Whether to rank metals as catalysts by a single number, the centre of the d states, depends on whether that number means the same thing in each of them. A high centre is commonly read as strong binding of adsorbed molecules, a low one as weak binding. The hybrid-functional results below put fourteen bulk metals into the same bcc structure, so that the element changes and the lattice type does not. None of these metals is bcc under ordinary conditions, so the values serve to understand the trend and should not be taken as data for the real metal or its surface.

Ansatz 0.2.0, HSE06, plane-wave PAW, scalar-relativistic: metals in the bcc structure at their zero-pressure volumes, cutoff 420 eV (Tc 600 eV), 10×10×10 k points (Cd, Hf, Hg 8×8×8), Gaussian smearing 0.05 eV. The d-state columns use the projected density of states, averaged over 0.3 eV, from −8 to 4.3 eV about the Fermi level, which is the zero of energy.

```
element   Z  group  period  centre of the d states (eV)  rms width of the d states (eV)  filled share of the d states  volume (Å³/atom)  largest site spin moment (size) (muB)  magnetic order of the run
     Ni  28     10       4                        -2.59                            1.95                          0.90             10.82                                   0.79              ferromagnetic
     Zn  30     12       4                          n/a                             n/a                           n/a             15.43                                   0.00            unpolarised run
     Tc  43      7       5                        -1.83                            3.11                          0.62             14.13                                   0.00            unpolarised run
     Ru  44      8       5                        -2.37                            2.83                          0.73             13.65                                   0.00            unpolarised run
     Rh  45      9       5                        -2.22                            2.36                          0.82             13.89                                   0.00            unpolarised run
     Pd  46     10       5                        -2.84                            1.78                          0.95             14.99                                   0.00            unpolarised run
     Ag  47     11       5                        -5.59                            1.19                          0.99             17.95                                   0.00            unpolarised run
     Cd  48     12       5                          n/a                             n/a                           n/a             22.49                                   0.00            unpolarised run
     Hf  72      4       6                         0.32                            2.36                          0.48             22.58                                   0.00            unpolarised run
     Re  75      7       6                        -2.02                            3.53                          0.61             14.67                                   0.00            unpolarised run
     Os  76      8       6                        -2.58                            3.29                          0.71             14.26                                   0.00            unpolarised run
     Ir  77      9       6                        -2.79                            2.94                          0.80             14.50                                   0.00            unpolarised run
     Au  79     11       6                        -5.02                            1.79                          0.98             17.53                                   0.00            unpolarised run
     Hg  80     12       6                        -7.43                            0.63                          1.00             27.70                                   0.00            unpolarised run
```

The centre is the average energy of the d states, counted from the Fermi level, the energy up to which states are filled. From Tc to Pd it sinks by only 1.0 eV over three elements, with a small step back at Rh. From Pd to Ag it falls by 2.75 eV in one step. From Ir to Au, two places further on, it falls by 2.23 eV; Pt, which stands between them, is missing, so the table does not show where that drop sets in. Two different mechanisms are at work, and the change from one to the other comes when the d band is full.

## A partly filled band holds on to the Fermi level

While the d band has empty places, the Fermi level must lie inside it. The centre can then be no further from the Fermi level than roughly half the width of the band. The band also regulates itself. If the d level tried to sink faster, electrons would flow into it from the s states, and their mutual repulsion would push it up again.

The simplest picture makes this quantitative. Let the d states be spread evenly over a band of full width W. The rms width of such a band is W/√12. If a share f of it is filled, the Fermi level lies f·W above the bottom, while the centre lies W/2 above the bottom. Hence

centre = W · (½ − f)

For Os, W = √12 × 3.29 eV = 11.4 eV and f = 0.71, which gives a centre of −2.4 eV. The calculation gives −2.58 eV.

For the eight metals from Ni, Tc–Pd and Re–Ir the estimate is off by 0.7 eV at worst, in Re, where this is a third of the centre itself, as the output after the text shows. Width and filled share come from the same d states as the centre, so this agreement tests the picture of an even, attached band and is no independent prediction. It does explain the slow descent. Each added electron fills the band further and lowers the centre, but the band also becomes narrower, which draws the centre back towards the Fermi level. Hybrid functionals tend to make partly filled d bands of metals too wide. By the same formula, the centres of these more than half-filled bands are then likely to come out somewhat too deep.

## A full band is free to sink

In Ag the same estimate gives −2.0 eV, where the calculation finds −5.59 eV. The failure is informative. An even band as narrow as that of Ag would reach only √3 × 1.19 eV = 2.1 eV above its centre, so its top would lie some 3.5 eV below the Fermi level. The d band has come loose.

The reason is standard atomic physics. Once the d shell is full, the next electron has to go into the s and p states, which spread widely and screen the added nuclear charge poorly for the compact d shell. The d electrons feel a stronger pull, and no inflow of further d electrons can counter it. The descent therefore continues beyond Ag: in Cd the full d shell lies below the lower edge of the energy window at −8 eV, which is why the table shows n/a there. Zn is in the same state.

## Why the band narrows

A band is wide when d orbitals on neighbouring atoms overlap strongly. Moving atoms closer should widen it, yet from Tc to Ru the volume shrinks by 3.4 % and the band still narrows by 9 %. Re and Os behave alike. Distance is thus not what narrows the band here. The natural cause is the orbital itself: with each added proton the d shell contracts and overlaps less with its neighbours. Beyond Ru and Os the atoms also move apart: the added electrons enter antibonding d states, and their effect now outweighs the contraction of the atoms. The greater distance weakens the overlap further.

The 5d orbitals reach further out than the 4d orbitals, and relativity helps them do so: it contracts the inner s and p shells, which then screen the nucleus better. Ir accordingly has a band about 25 % wider than Rh, although its volume is 4 % larger. The lower edge of the energy window clips the Ir band slightly, and probably those of Re and Os as well, so the full widths of these 5d bands are a little greater still. Spin-orbit coupling, which is left out here, would be expected to broaden them further. The greater width of Ir accounts for the difference between its centre and that of Rh. Ir lies 0.57 eV deeper than Rh, but divided by the rms width both centres come to about −0.95. The other two pairs, Tc with Re and Ru with Os, also agree within 0.06 on this scale. In groups 7 to 9, then, the group largely sets how deep the centre lies in units of the width, and the 5d metal of each pair has the wider band. The rule ends where the d band is full: Ag and Au differ widely on this scale.

## Why Rh steps back

Rh has more d electrons than Ru, yet its centre lies 0.15 eV higher. Narrowing is part of the answer: the band loses 17 % of its width at this step. With the width of Ru and its own ratio of centre to width, Rh would lie at −2.7 eV, below Ru. Narrowing alone is not enough, however, since the even band includes it and still puts Rh below Ru.

The rest must come from the shape of the band. In the bcc structure the d states form a lower and an upper group with a sparse region between them. Electrons added in a sparse region raise the Fermi level quickly, while those added to a crowded group raise it slowly. The calculated bands show the upper group coming down to the Fermi level: at the point P of the Brillouin zone, its pair of levels lies 1.9 eV above the Fermi level in Tc and practically at it in Ir.

This fits the errors of the even band. It puts the centre too high in Tc and Re, where the Fermi level has already climbed through the sparse region, and too low in Rh and Ir, where it rises slowly through the upper group. For Rh itself the crowding is inferred from Ir, which has the same number of valence electrons. It is not confirmed by the density of states at the Fermi level, which in Rh is only slightly higher than in Ru and less than half that of Ir. If the crowded states are the cause in Rh too, most of them must lie somewhat below its Fermi level. The order of Ru and Rh should not carry a decision, because 0.15 eV is little for a k-point mesh this coarse. That the descent stalls or slows at group 9 in both periods is the firmer result.

## Rows to keep apart

Ni is the only metal computed with spin polarisation, and it came out ferromagnetic. Its state was carried over from another run and was not tested for a lower one. Its d band is slightly wider than that of Pd, although 3d orbitals are more compact. Magnetism shifts the two spin directions against each other, and pooling them adds to the width, by an amount not determined here; hybrid functionals tend to exaggerate this shift in metals. The zero moments of the other rows were imposed, so Ni and Pd are not compared on equal terms.

In Hf the upper edge of the window cuts away many empty d states. The filled share reads 0.48, whereas the projected 5d population of 3.1 electrons out of ten means about 0.31. The true centre must therefore lie higher than the 0.32 eV in the table. In Re the two ways of counting agree closely, although cuts at the two edges can partly cancel in this share. A line from Hf to Re would join a badly cut band to one that is cut much less.

Hg has the opposite trouble. Its centre lies only 0.57 eV above the lower edge of the window, less than its own rms width. What the table records is the upper part of a band that continues below the edge. The centre of the whole band is deeper, and its width is unknown from this row.

## What to do with the numbers

First ask whether the d shell is full. If it is not, expect a centre within about half a bandwidth of the Fermi level, and compare metals by centre and width together. A shift of a few tenths of an eV may then reflect a narrower band or a crowded region of states as much as a change in filling.

If the shell is full, the centre measures how tightly the atom holds a closed shell, and it can sink by more than two eV from one element to the next. A straight line drawn through Pd and Ag mixes the two regimes, and a correlation built on it will owe much of its slope to that one jump. Before any ranking, check that the energy window contains the whole band and that all metals were given the same freedom to become magnetic.

Output of the analysis:

```
Centre of the d states against a rectangular band:
  row  centre over rms width  rectangular estimate in eV  estimate less table in eV
   Ni                 -1.328                      -2.702                     -0.112
   Tc                -0.5884                      -1.293                     0.5372
   Ru                -0.8375                      -2.255                     0.1152
   Rh                -0.9407                      -2.616                    -0.3961
   Pd                 -1.596                      -2.775                    0.06525
   Ag                 -4.697                       -2.02                       3.57
   Hf                 0.1356                      0.1635                    -0.1565
   Re                -0.5722                      -1.345                     0.6749
   Os                -0.7842                      -2.393                     0.1867
   Ir                 -0.949                      -3.055                    -0.2653
   Au                 -2.804                      -2.976                      2.044
   Hg                 -11.79                      -1.091                      6.339
Change of the d centre from Tc to Pd, eV: -1.01
Change of the d centre from Pd to Ag, eV: -2.75
Change of the d centre from Ir to Au (Pt missing), eV: -2.23
Change of the d centre from Ru to Rh, eV: 0.15
Change of the d centre from Os to Ir, eV: -0.21
Centre of Rh if it had the width of Ru at its own centre over width, eV: -2.662
Change of width from Ru to Rh, percent: -16.61
Change of width from Os to Ir, percent: -10.64
Change of width from Tc to Ru, percent: -9.003
Change of volume from Tc to Ru, percent: -3.397
Change of width from Re to Os, percent: -6.799
Change of volume from Re to Os, percent: -2.795
Width of Re over width of Tc: 1.135
Width of Os over width of Ru: 1.163
Width of Ir over width of Rh: 1.246
Width of Au over width of Ag: 1.504
Volume of Ir against Rh, percent: 4.392
Deepest centre over width of a rectangular band that still touches the Fermi level: -1.732
Filled share of Hf from projected 5d electrons: 0.3127
Filled share of Re from projected 5d electrons: 0.5919
Height of the Hg centre above the window floor, eV: 0.57
Upper pair of bands at P in Tc, eV: 1.859
Upper pair of bands at P in Ir, eV: 0.006
```
